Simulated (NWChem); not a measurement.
**C4H6 (methylenecyclopropane) at 3 levels**

Aim: a comparison of 3 runs (PBE/def2-SVP, PBE0/def2-SVP, r2SCAN/def2-SVP) of C4H6 (methylenecyclopropane). 

The results are computed with NWChem 7.3.0.

24 further runs of the same task are left out: 24 set aside as unsound or not needed. Runs told in other sessions of the task aren't counted.

### Step 1. The molecule

C4H6 has 10 atoms, charge 0, and is taken as a singlet. As SMILES, `C=C1CC1`. The C3–H7 distance was set to 1.411 Å, away from the relaxed value.

Bond lengths: C1–C2 1.314 Å, C2–C3 1.458 Å, C2–C4 1.458 Å, C3–C4 1.528 Å, C1–H5 1.085 Å, C1–H6 1.085 Å, C3–H8 1.085 Å, C4–H9 1.085 Å, C4–H10 1.085 Å. Some angles: C1–C2–C3 148.4°, C1–C2–C4 148.4°, C3–C2–C4 63.2°, C2–C3–C4 58.4°, C2–C4–C3 58.4°, C2–C1–H5 121.2°, C2–C1–H6 121.2°, C2–C3–H8 118.7°, C4–C3–H8 117.7°, C2–C4–H9 118.7°. A long bond or contact: C3–H7 1.411 Å.

### Step 2. A single-point energy at PBE/def2-SVP (run 1)

Input file run.py:

```python
from ase import Atoms
from ase.calculators.nwchem import NWChem

system = Atoms(['C', 'C', 'C', 'C', 'H', 'H', 'H', 'H', 'H', 'H'], positions=[
    [-1.115291, 1.009748, -0.971912],
    [-0.135941, 0.421338, -0.321942],
    [0.690989, -0.764092, -0.130142],
    [0.887309, 0.494138, 0.714108],
    [-1.653261, 0.497578, -1.762502],
    [-1.415731, 2.025438, -0.737672],
    [0.122140, -1.892780, 0.496620],
    [1.447779, -0.997292, -0.872242],
    [1.773849, 1.092418, 0.529908],
    [0.579499, 0.457438, 1.754168],
])

calc = NWChem(
    label='m1',
    theory='dft',
    memory='2200 mb',
    basis='def2-SVP',
    basispar='spherical bse',
    dft={'xc': 'xpbe96 cpbe96', 'mult': '1', 'grid': 'xfine', 'convergence': 'energy 1e-08', 'iterations': '100', 'mulliken': None},
    task='energy',
)
system.calc = calc

e = system.get_potential_energy()
print(f"E = {e:.6f} eV")
print("dipole (e A):", system.get_dipole_moment().round(4))
```

Launch:

```console
$ export ASE_NWCHEM_COMMAND="nwchem PREFIX.nwi > PREFIX.nwo"
$ python run.py
```

Standard output:

```text
E = -4234.130974 eV
dipole (e A): [0.0631 0.0176 0.026 ]
```

The calculator wrote m1.nwi:

```
title "m1"

permanent_dir m1

scratch_dir m1

start m1

geometry units angstrom nocenter noautosym noautoz
  C  -1.1152910000000000e+00 1.0097480000000001e+00 -9.7191200000000000e-01
  C  -1.3594100000000001e-01 4.2133799999999999e-01 -3.2194200000000001e-01
  C  6.9098899999999996e-01 -7.6409199999999999e-01 -1.3014200000000001e-01
  C  8.8730900000000001e-01 4.9413800000000002e-01 7.1410799999999997e-01
  H  -1.6532610000000001e+00 4.9757800000000002e-01 -1.7625020000000000e+00
  H  -1.4157310000000001e+00 2.0254379999999998e+00 -7.3767199999999999e-01
  H  1.2214000000000000e-01 -1.8927799999999999e+00 4.9662000000000001e-01
  H  1.4477789999999999e+00 -9.9729199999999996e-01 -8.7224199999999996e-01
  H  1.7738490000000000e+00 1.0924179999999999e+00 5.2990800000000005e-01
  H  5.7949899999999999e-01 4.5743800000000001e-01 1.7541679999999999e+00
end

memory 2200 mb

basis spherical bse noprint
   * library def2-SVP
end

dft
  xc xpbe96 cpbe96
  mult 1
  grid xfine
  convergence energy 1e-08
  iterations 100
  mulliken
end

task dft energy
```

m1.nwo, shortened:

```text
[...]
      One electron energy =     -423.074984781119
[... 1 line left out ...]
    Exchange-Corr. energy =      -23.587495408277
[... 6 lines left out ...]
                       DFT Final Molecular Orbital Analysis
[... 618 lines left out ...]
     -------------------------------------------
[...]
```

Wall time 28 s (1 thread of Intel Xeon 6975P-C (Granite Rapids), shared host); peak memory 0.14 GiB.

### Step 3. The energy at PBE0/def2-SVP (run 2)

Input file test.nw:

```
start test
title "C4H6 energy"
memory stack 880 mb heap 220 mb global 1100 mb
charge 0

geometry units angstrom noautosym nocenter noautoz
  C    -1.115291    1.009748   -0.971912
  C    -0.135941    0.421338   -0.321942
  C     0.690989   -0.764092   -0.130142
  C     0.887309    0.494138    0.714108
  H    -1.653261    0.497578   -1.762502
  H    -1.415731    2.025438   -0.737672
  H     0.122140   -1.892780    0.496620
  H     1.447779   -0.997292   -0.872242
  H     1.773849    1.092418    0.529908
  H     0.579499    0.457438    1.754168
end

basis spherical bse
  * library def2-SVP
end

dft
  xc pbe0
  grid xfine
  convergence energy 1e-08
  maxiter 100
  mulliken
end

task dft energy
```

Launch:

```console
$ nwchem test.nw > test.out
```

Standard output:

```text
[...]
          Wavefunction type:  closed shell.
          No. of atoms     :    10
          No. of electrons :    30
[...]
          Charge           :     0
          Spin multiplicity:     1
[...]
          AO basis - number of functions:    86
[...]
              XC Information
              --------------
                         PBE0 Method XC Functional
                     Hartree-Fock (Exact) Exchange  0.250
          PerdewBurkeErnzerhof Exchange Functional  0.750
            Perdew 1991 LDA Correlation Functional  1.000 local
           PerdewBurkeErnz. Correlation Functional  1.000 non-local
[...]
 d= 0,ls=0.0,diis     1   -155.5904943682 -2.64D+02  7.11D-03  2.28D-01     2.9
[...]
 d= 0,ls=0.0,diis    10   -155.6229363275 -2.93D-10  1.42D-07  1.62D-10    26.9
         Total DFT energy =     -155.622936327451
      One electron energy =     -423.006575510676
           Coulomb energy =      182.276904078941
    Exchange-Corr. energy =      -23.607964885669
 Nuclear repulsion energy =      108.714699989953
[...]
      Total Density - Mulliken Population Analysis
     ---------------------------------------------
    Atom       Charge   Shell Charges
 -----------   ------   -------------------------------------------------------
    1 C    6     6.08   1.99  0.89  0.26  2.08  0.85  0.03
    2 C    6     6.09   1.99  0.91  0.30  2.09  0.75  0.05
    3 C    6     6.18   1.99  0.90  0.30  2.04  0.91  0.04
    4 C    6     6.06   1.99  0.90  0.17  2.13  0.84  0.04
    5 H    1     0.96   0.74  0.19  0.02
    6 H    1     0.96   0.74  0.19  0.02
    7 H    1     0.91   0.61  0.28  0.01
    8 H    1     0.92   0.73  0.16  0.02
    9 H    1     0.93   0.74  0.17  0.02
   10 H    1     0.92   0.74  0.17  0.02
[...]
```

Run time: 28 s. Hardware: 1 thread of Intel Xeon 6975P-C (Granite Rapids), shared host; peak memory 0.15 GiB.

### Step 4. The energy at r2SCAN/def2-SVP (run 3)

Input file a.xyz:

```xyz
10
C4H6
C     -1.115291     1.009748    -0.971912
C     -0.135941     0.421338    -0.321942
C      0.690989    -0.764092    -0.130142
C      0.887309     0.494138     0.714108
H     -1.653261     0.497578    -1.762502
H     -1.415731     2.025438    -0.737672
H      0.122140    -1.892780     0.496620
H      1.447779    -0.997292    -0.872242
H      1.773849     1.092418     0.529908
H      0.579499     0.457438     1.754168
```

Input file run.py:

```python
from ase.io import read
from ase.calculators.nwchem import NWChem

molecule = read('a.xyz')

calc = NWChem(
    label='a',
    theory='dft',
    memory='2200 mb',
    basis='def2-SVP',
    basispar='spherical bse',
    dft={'xc': 'r2scan', 'mult': '1', 'grid': 'xfine', 'convergence': 'energy 1e-08', 'iterations': '100', 'mulliken': None},
    task='energy',
)
molecule.calc = calc

print(f"energy = {molecule.get_potential_energy():.6f} eV")
print("dipole (e A):", molecule.get_dipole_moment().round(4))
```

Launch:

```console
$ export ASE_NWCHEM_COMMAND="nwchem PREFIX.nwi > PREFIX.nwo"
$ python run.py
```

Standard output:

```text
energy = -4237.122493 eV
dipole (e A): [0.0658 0.019  0.0277]
```

The calculator wrote a.nwi:

```
title "a"

permanent_dir a

scratch_dir a

start a

geometry units angstrom nocenter noautosym noautoz
  C  -1.1152910000000000e+00 1.0097480000000001e+00 -9.7191200000000000e-01
  C  -1.3594100000000001e-01 4.2133799999999999e-01 -3.2194200000000001e-01
  C  6.9098899999999996e-01 -7.6409199999999999e-01 -1.3014200000000001e-01
  C  8.8730900000000001e-01 4.9413800000000002e-01 7.1410799999999997e-01
  H  -1.6532610000000001e+00 4.9757800000000002e-01 -1.7625020000000000e+00
  H  -1.4157310000000001e+00 2.0254379999999998e+00 -7.3767199999999999e-01
  H  1.2214000000000000e-01 -1.8927799999999999e+00 4.9662000000000001e-01
  H  1.4477789999999999e+00 -9.9729199999999996e-01 -8.7224199999999996e-01
  H  1.7738490000000000e+00 1.0924179999999999e+00 5.2990800000000005e-01
  H  5.7949899999999999e-01 4.5743800000000001e-01 1.7541679999999999e+00
end

memory 2200 mb

basis spherical bse noprint
   * library def2-SVP
end

dft
  xc r2scan
  mult 1
  grid xfine
  convergence energy 1e-08
  iterations 100
  mulliken
end

task dft energy
```

a.nwo, shortened:

```text
[...]
      One electron energy =     -422.975323380725
[... 1 line left out ...]
    Exchange-Corr. energy =      -23.697099085000
[... 6 lines left out ...]
                       DFT Final Molecular Orbital Analysis
[... 618 lines left out ...]
     -------------------------------------------
[...]
```

Run time: 37 s. Hardware: 1 thread of Intel Xeon 6975P-C (Granite Rapids), shared host; peak memory 0.15 GiB.

### Step 5. The series

```csv
run,level,energy (Eh),dipole moment (D),HOMO energy (eV),LUMO energy (eV),wall time
1,PBE/def2-SVP,-155.601445,0.34,-6.22,-1.12,28 s
2,PBE0/def2-SVP,-155.622936,0.32,-7.39,-0.15,28 s
3,r2SCAN/def2-SVP,-155.711381,0.35,-6.47,-0.92,37 s
```

### Step 6. What came out

| quantity | value |
| --- | --- |
| run 3: total energy | -155.71138 Eh |
| run 3: dipole moment | 0.35 D |
| run 3: HOMO energy | -6.47 eV |
| run 3: LUMO energy | -0.92 eV |
| run 3: HOMO–LUMO gap | 5.55 eV |

What this shows: The dipole moment (its size) runs from 0.32 D (PBE0/def2-SVP) to 0.35 D (r2SCAN/def2-SVP). The HOMO–LUMO gap runs from 5.11 eV (PBE/def2-SVP) to 7.25 eV (PBE0/def2-SVP). Totals of different functionals can't be ranked against each other. All runs together took 93 s, the longest 37 s.
